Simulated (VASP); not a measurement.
Here is a VASP 6.6.1 calculation.

Contents of INCAR:

```
SYSTEM = BN
ALGO = Fast
EDIFF = 1E-7
EDIFFG = -0.005
ENCUT = 600
GGA = RP
IBRION = 2
ISIF = 3
ISMEAR = 0
LASPH = .True.
LCHARG = .False.
LREAL = .False.
LWAVE = .False.
NELM = 100
NSW = 90
PREC = Accurate
SIGMA = 0.02
```

KPOINTS

```
k-points
0
Gamma
  12 12 12
  0 0 0
```

POSCAR

```
BN
1.0
    0.0000000000      3.4953158300      2.1660912400
    1.2516321000      0.0000000000      2.1660912400
    1.2516321000      3.4953158300      0.0000000000
B N
1 1
Direct
    0.0000486500      0.0000486500      0.9999513500
    0.6666513400      0.6666513400      0.3333486600
```

Potentials or basis: VASP PAW PBE potentials, release 64 (B, N).

Run with:

```sh
$ cat potpaw_PBE.64/B/POTCAR potpaw_PBE.64/N/POTCAR > POTCAR
$ mpirun -np 1 vasp_std > vasp.out
```

**Question.** Predict the space group after relaxing (to 0.05 Å).

**Answer.** Fmm2 (No. 42).

**Question.** Estimate the relaxed cell.

**Answer.** a = 4.680 Å, b = 2.524 Å, c = 4.327 Å, α = 81.61°, β = 32.24°, γ = 66.15°.

**Question.** Predict the band gap on the k mesh.

**Answer.** 4.42 eV, indirect (least direct gap 4.62 eV).

Final structure:
```xyz
2
Lattice="0.0000 4.1385 2.1856 1.2620 0.0000 2.1856 1.2620 4.1385 0.0000" Properties=species:S:1:pos:R:3 pbc="T T T"
B     1.2620    4.1385    0.0001
N     1.2620    4.1385    2.9143
```

 A k mesh can miss the band edges.
